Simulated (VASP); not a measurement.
Energy against volume of LiI (rock salt). Calculation: r2SCAN meta-GGA, VASP's PBE PAW potentials (set 64) (plane waves; VASP). Numerical set-up: 520 eV cut-off, 8×8×8 Γ-centred mesh, Gaussian smearing of 0.050 eV, potentials Li_sv I.

| V (Å³/atom) | E (eV/atom) |
|---|---|
| 26.128 | -14.84754 |
| 26.936 | -14.84900 |
| 27.744 | -14.84751 |
| 28.552 | -14.84349 |

**Question.** Fit these four points and predict the energy of the run at 25.320 Å³/atom.

**Answer.** A cubic in V^(−2/3), the third-order Birch-Murnaghan form, passes through the four points with V0 = 26.91 Å³/atom and B0 = 20 GPa, and gives -14.8426 eV/atom there. The run gave -14.8419 eV/atom, +0.8 meV/atom from the fit; all five points give B0 = 21 GPa.

The compound is LiI in the rock salt structure. It was relaxed first.
